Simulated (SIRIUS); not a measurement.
# Hf (Pm-3m) in SIRIUS: a series of runs, part 3 of 3

SIRIUS 7.12.0. Earlier steps stand in the parts before.

## Step 8: Equation of state, PBE, 26.22 Å³/atom (volume scaled by 1.06)

sirius.json

```json
{
  "control": {
    "processing_unit": "cpu",
    "std_evp_solver_name": "lapack",
    "gen_evp_solver_name": "lapack",
    "verbosity": 2,
    "print_forces": false,
    "ortho_rf": true,
    "use_second_variation": true,
    "rmt_max": 3.0,
    "num_bands_to_print": 21,
    "save_wf": true
  },
  "parameters": {
    "electronic_structure_method": "full_potential_lapwlo",
    "xc_functionals": ["XC_GGA_X_PBE", "XC_GGA_C_PBE"],
    "core_relativity": "dirac",
    "valence_relativity": "iora",
    "num_fv_states": 21,
    "smearing": "fermi_dirac",
    "smearing_width": 0.0018374661,
    "pw_cutoff": 20,
    "gk_cutoff": 3.47,
    "lmax_apw": 11,
    "lmax_rho": 8,
    "lmax_pot": 8,
    "num_mag_dims": 0,
    "auto_rmt": 0,
    "ngridk": [9, 9, 9],
    "shiftk": [0, 0, 0],
    "num_dft_iter": 80,
    "energy_tol": 1e-07,
    "density_tol": 1e-05,
    "use_symmetry": true
  },
  "settings": {"tol_ne": 1e-10},
  "iterative_solver": {"type": "exact"},
  "mixer": {"type": "anderson", "beta": 0.5, "max_history": 8},
  "unit_cell": {
    "lattice_vectors": [[5.6142970198, 0.0, 0.0], [0.0, 5.6142970198, 0.0], [0.0, 0.0, 5.6142970198]],
    "atom_types": ["Hf"],
    "atom_files": {"Hf": "Hf.json"},
    "atoms": {"Hf": [[0.5, 0.5, 0.5]]}
  }
}
```

Hf.json

```json
{
  "name": "hafnium",
  "symbol": "Hf",
  "number": 72,
  "mass": 178.49,
  "rmin": 1e-06,
  "rmt": 2.65,
  "nrmt": 800,
  "rinf": 17.22,
  "core": "1s2s2p3s3p3d4s4p4d",
  "valence": [
    {"basis": [{"enu": 0.06, "dme": 0, "n": 0, "auto": 0}, {"enu": 0.06, "dme": 1, "n": 0, "auto": 0}]},
    {"l": 0, "n": 1, "basis": [{"enu": 0.16, "dme": 0, "n": 0, "auto": 0}]},
    {"l": 1, "n": 2, "basis": [{"enu": 0.16, "dme": 0, "n": 0, "auto": 0}]},
    {"l": 2, "n": 3, "basis": [{"enu": 0.16, "dme": 0, "n": 0, "auto": 0}]},
    {"l": 3, "n": 4, "basis": [{"enu": 0.16, "dme": 0, "n": 0, "auto": 0}]},
    {"l": 4, "n": 5, "basis": [{"enu": 0.16, "dme": 0, "n": 0, "auto": 0}]}
  ],
  "lo": [
    {"l": 0, "basis": [{"enu": 0.16, "dme": 0, "n": 0, "auto": 0}, {"enu": 0.16, "dme": 1, "n": 0, "auto": 0}]},
    {
      "l": 0,
      "basis": [{"enu": -2.1907, "dme": 0, "n": 5, "auto": 1}, {"enu": -2.1907, "dme": 1, "n": 5, "auto": 1}]
    },
    {
      "l": 0,
      "basis": [{"enu": -2.1907, "dme": 1, "n": 5, "auto": 1}, {"enu": 0.16, "dme": 0, "n": 0, "auto": 0}]
    },
    {"l": 0, "basis": [{"enu": 0.16, "dme": 0, "n": 0, "auto": 0}, {"enu": 2.4384, "dme": 0, "n": 0, "auto": 0}]},
    {"l": 1, "basis": [{"enu": 0.16, "dme": 0, "n": 0, "auto": 0}, {"enu": 0.16, "dme": 1, "n": 0, "auto": 0}]},
    {
      "l": 1,
      "basis": [{"enu": -1.043, "dme": 0, "n": 5, "auto": 1}, {"enu": -1.043, "dme": 1, "n": 5, "auto": 1}]
    },
    {"l": 1, "basis": [{"enu": -1.043, "dme": 1, "n": 5, "auto": 1}, {"enu": 0.16, "dme": 0, "n": 0, "auto": 0}]},
    {"l": 1, "basis": [{"enu": 0.16, "dme": 0, "n": 0, "auto": 0}, {"enu": 2.7801, "dme": 0, "n": 0, "auto": 0}]},
    {"l": 2, "basis": [{"enu": 0.16, "dme": 0, "n": 0, "auto": 0}, {"enu": 0.16, "dme": 1, "n": 0, "auto": 0}]},
    {"l": 2, "basis": [{"enu": 0.16, "dme": 1, "n": 0, "auto": 0}, {"enu": 0.16, "dme": 2, "n": 0, "auto": 0}]},
    {"l": 2, "basis": [{"enu": 0.16, "dme": 0, "n": 0, "auto": 0}, {"enu": 2.3814, "dme": 0, "n": 0, "auto": 0}]},
    {"l": 3, "basis": [{"enu": 0.16, "dme": 0, "n": 0, "auto": 0}, {"enu": 0.16, "dme": 1, "n": 0, "auto": 0}]},
    {
      "l": 3,
      "basis": [{"enu": -0.3673, "dme": 0, "n": 4, "auto": 1}, {"enu": -0.3673, "dme": 1, "n": 4, "auto": 1}]
    },
    {
      "l": 3,
      "basis": [{"enu": -0.3673, "dme": 1, "n": 4, "auto": 1}, {"enu": 0.16, "dme": 0, "n": 0, "auto": 0}]
    },
    {"l": 3, "basis": [{"enu": 0.16, "dme": 0, "n": 0, "auto": 0}, {"enu": 3.4637, "dme": 0, "n": 0, "auto": 0}]},
    {"l": 4, "basis": [{"enu": 0.16, "dme": 0, "n": 0, "auto": 0}, {"enu": 0.16, "dme": 1, "n": 0, "auto": 0}]},
    {"l": 4, "basis": [{"enu": 0.16, "dme": 0, "n": 0, "auto": 0}, {"enu": 2.8941, "dme": 0, "n": 0, "auto": 0}]}
  ],
  "free_atom": [... radial grid and density of the free atom, the start of the SCF ...]
}
```

sirius_start.json

```json
{
  "control": {
    "processing_unit": "cpu",
    "std_evp_solver_name": "lapack",
    "gen_evp_solver_name": "lapack",
    "verbosity": 1,
    "print_forces": false,
    "ortho_rf": true,
    "use_second_variation": true,
    "rmt_max": 3.0,
    "num_bands_to_print": 21,
    "save_wf": false
  },
  "parameters": {
    "electronic_structure_method": "full_potential_lapwlo",
    "xc_functionals": ["XC_LDA_X", "XC_LDA_C_PW"],
    "core_relativity": "dirac",
    "valence_relativity": "iora",
    "num_fv_states": 21,
    "smearing": "fermi_dirac",
    "smearing_width": 0.0055123983,
    "pw_cutoff": 20,
    "gk_cutoff": 2.78,
    "lmax_apw": 11,
    "lmax_rho": 8,
    "lmax_pot": 8,
    "num_mag_dims": 0,
    "auto_rmt": 0,
    "ngridk": [4, 4, 4],
    "shiftk": [0, 0, 0],
    "num_dft_iter": 30,
    "energy_tol": 0.01,
    "density_tol": 0.05,
    "use_symmetry": true
  },
  "settings": {"tol_ne": 1e-10},
  "iterative_solver": {"type": "exact"},
  "mixer": {"type": "anderson", "beta": 0.5, "max_history": 8},
  "unit_cell": {
    "lattice_vectors": [[5.6142970198, 0.0, 0.0], [0.0, 5.6142970198, 0.0], [0.0, 0.0, 5.6142970198]],
    "atom_types": ["Hf"],
    "atom_files": {"Hf": "Hf.json"},
    "atoms": {"Hf": [[0.5, 0.5, 0.5]]}
  }
}
```

Started as:

```
> OMP_NUM_THREADS=1 sirius.scf --input=sirius_start.json --output=start.json
> OMP_NUM_THREADS=1 sirius.scf --input=sirius.json --output=output.json --task=1
```

It took 36 s on 1 thread of Arm Neoverse V2, shared host; peak memory 0.34 GiB.

The run converged. Its results:

```yaml
Free_energy: -410831.9731 eV
Band_gap_on_the_k_mesh: none (metal or under the smearing width)
All_electrons_inside_the_program's_atomic_spheres: Hf 70.04 (radii Hf 2.65 bohr)
```

## Step 9: Equation of state, PBE

Potentials or basis: all-electron FP-LAPW, apw+lo standard.

This step only gathers the single runs of the series.

What came out:

| Quantity | Value |
| --- | --- |
| Equilibrium volume | 24.75 Å³/atom |
| Bulk modulus | 76 GPa |
| Pressure derivative of the bulk modulus | 3.0 (rough: it moves with the points fitted) |

Energy against volume, from the lowest point:
```tsv
volume (Å³/atom)	energy (meV/atom)
23.255	23.36
23.750	10.56
24.244	2.62
24.739	0.00
25.234	2.26
25.729	9.16
26.223	19.24
```
